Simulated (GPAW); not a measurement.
BP:

```
CELL_PARAMETERS angstrom
0.00000 2.26900 2.26900
2.26900 0.00000 2.26900
2.26900 2.26900 0.00000
ATOMIC_POSITIONS crystal
P 0.75000 0.75000 0.75000
B 0.00000 0.00000 0.00000
```

Base run:

| Item | Value |
| --- | --- |
| Program | GPAW 26.7.0 |
| Functional | r2SCAN |
| Potentials or basis | GPAW PAW data sets (gpaw-data 1.2.1) |
| Cutoff | 800 eV |
| Basis | pw |
| k mesh | 10 × 10 × 10 |
| Occupations | fermi-dirac, width 0.05 eV |
| Spin | no spin polarisation |

Its results: band gap on the k mesh 1.42 eV, indirect (least direct gap 3.60 eV); pressure 0.1 GPa.

Task: The run is repeated on the same cell with these changes: functional from r2SCAN to PBE; occupations from fermi-dirac, width 0.05 eV to gaussian, width 0.012 eV. What comes out?

Result: Band gap on the k mesh 1.24 eV, indirect (least direct gap 3.41 eV); pressure 1.4 GPa.

Caveats: the PAW data sets were made with another functional, which shifts forces and pressure a little (some runs).
